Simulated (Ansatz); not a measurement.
Is this FeNi₃ structure stable?

It was relaxed at this level from a cell as deposited in COD.

Method: Ansatz, DFT PBE, scalar-relativistic, plane waves, PAW. Plane waves to 420 eV, a 14×14×14 mesh through Γ for the 4-atom cell and 0.10 eV Gaussian smearing; collinear spin.

```cif
data_structure
_symmetry_space_group_name_H-M 'P 1'
_symmetry_Int_Tables_number 1
_cell_length_a 3.5443
_cell_length_b 3.5443
_cell_length_c 3.5443
_cell_angle_alpha 90.000
_cell_angle_beta 90.000
_cell_angle_gamma 90.000
_cell_volume 44.52
loop_
_atom_site_label
_atom_site_type_symbol
_atom_site_fract_x
_atom_site_fract_y
_atom_site_fract_z
_atom_site_occupancy
Fe1 Fe 0.00000 0.00000 0.00000 1
Ni1 Ni 0.00000 0.50000 0.50000 1
Ni2 Ni 0.50000 0.00000 0.50000 1
Ni3 Ni 0.50000 0.50000 0.00000 1
```

Formation energies are uncorrected and refer to the elements' standard structures at the same level.

Question: These tests were run: energy against the elements; phonons at Γ. What do they show?

Answer:

```tsv
test	result
energy against the elements	−0.09 eV/atom
phonons at Γ	lowest optical mode 199 cm⁻¹
```

It fails none of these tests. Competing phases weren't compared here. Phonons away from Γ weren't computed.

The magnetic state reached may not be the lowest. The run for the phonons used a 14×14×14 k mesh and Gaussian smearing of 0.20 eV. The cell carries site moments Fe -2.9; Ni -0.7 (×3) μB.
